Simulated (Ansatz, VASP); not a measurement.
**SrO (dq5): VASP beside Ansatz**

```
Sr O
1.0
     0.00000    2.53234    2.53234
     2.53234    0.00000    2.53234
     2.53234    2.53234    0.00000
Sr O
1 1
Direct
  0.00000 0.00000 0.00000
  0.50000 0.50000 0.50000
```

Alike in both runs: functional LDA; k mesh 6 × 6 × 6; occupations gaussian, width 0.02 eV; no spin polarisation.

Ansatz relaxed the structure, and its values are those at the end. VASP's run is a single point on that final structure, the one shown.

|  | VASP | Ansatz |
| --- | --- | --- |
| version | VASP 6.6.1 | Ansatz 0.2.0 |
| potentials or method | VASP PAW LDA potentials, release 64 (Sr_sv, O) | scalar-relativistic, plane waves, PAW |
| plane-wave cutoff (eV) | 520 | 420 |
| valence electrons in the cell | 16 | 16 |

|  | VASP | Ansatz | Ansatz less VASP |
| --- | --- | --- | --- |
| gap on the k mesh at the Fermi level (eV) | 3.06 | 3.12 | +0.064 |
| least direct gap on the mesh (eV) | 3.11 | 3.16 | +0.054 |
| pressure (GPa) | 0.8 | 0.0 | -0.82 |

Ansatz warned: «pseudo_functional_mismatch».

A k mesh can miss the band edges.
